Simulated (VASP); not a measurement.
RbBr, 2 atoms in the cell. It takes space group Fm-3m (No. 225, cubic). Conventional cell: a = 6.854 Å, b = 6.854 Å, c = 6.854 Å, α = 90.00°, β = 90.00°, γ = 90.00°. Rb (site symmetry m-3m) is surrounded by 6 Br at 3.43 Å. Br (site symmetry m-3m) has 6 Rb at 3.43 Å as nearest neighbours. 

| Property | Result |
| --- | --- |
| Program | VASP 6.6.1 |
| Task | single point |
| Functional | PBEsol |
| Potentials or basis | VASP PAW PBE potentials, release 64 (Rb_sv, Br) |
| Cutoff | 520 eV |
| k mesh | 7 × 7 × 7 |
| Occupations | fermi-dirac, width 0.05 eV |
| Spin | no spin polarisation |
| Ladder | free |
| Further INCAR settings | ALGO = Normal; EDIFF = 1e-07; NBANDS = 15 |

Potentials or basis: VASP PAW PBE potentials, release 64 (Rb_sv, Br).

Command:

```sh
$ cat potpaw_PBE.64/Rb_sv/POTCAR potpaw_PBE.64/Br/POTCAR > POTCAR
$ mpirun -np 1 vasp_std > vasp.out
```

Hardware: 1 thread of AMD EPYC 9R45 96-Core Processor (Zen 5) (shared host).

Task: Estimate the wall time of this run.

Result: Wall time 12 s on 1 thread of AMD EPYC 9R45 96-Core Processor (Zen 5), on a shared host, peak memory 0.18 GiB. Counts: scf iterations 14, k points 20.
